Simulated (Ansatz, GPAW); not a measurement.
## CdTe: 3 runs at one level of theory

```xyz
2
Lattice="0.0000 3.2050 3.2050 3.2050 0.0000 3.2050 3.2050 3.2050 0.0000" Properties=species:S:1:pos:R:3 pbc="T T T"
Te    1.6025    1.6025    1.6025
Cd    0.0000    0.0000    0.0000
```

Alike in all runs: task single point; functional PBE; k mesh 7 × 7 × 7; occupations gaussian, width 0.05 eV; no spin polarisation; no spin-orbit coupling. Pressure is positive in compression and, in plane waves, holds the error of the finite cutoff, which Ansatz's Pulay term estimates and takes out.

| program and potentials | plane-wave cutoff (eV) | notes | pressure (GPa) |
| --- | --- | --- | --- |
| Ansatz, Ansatz PAW | 420 | 18 valence electrons an atom on average; Pulay term of +0.04 GPa included | 4.24 |
| GPAW, GPAW PAW data sets (gpaw-data 1.2.1) | 600 | 9 valence electrons an atom on average | 3.81 |
| Ansatz, all-electron LAPW, scalar-relativistic | - | - | 4.26 |

The pressure spans 3.81 (GPAW, GPAW PAW data sets (gpaw-data 1.2.1)) to 4.26 GPa (Ansatz, all-electron LAPW, scalar-relativistic), with all-electron results at 4.26.

The functional is the same throughout but for its coding, so the spread measures potentials, basis and numerics; runs on potential files found faulty are left out.
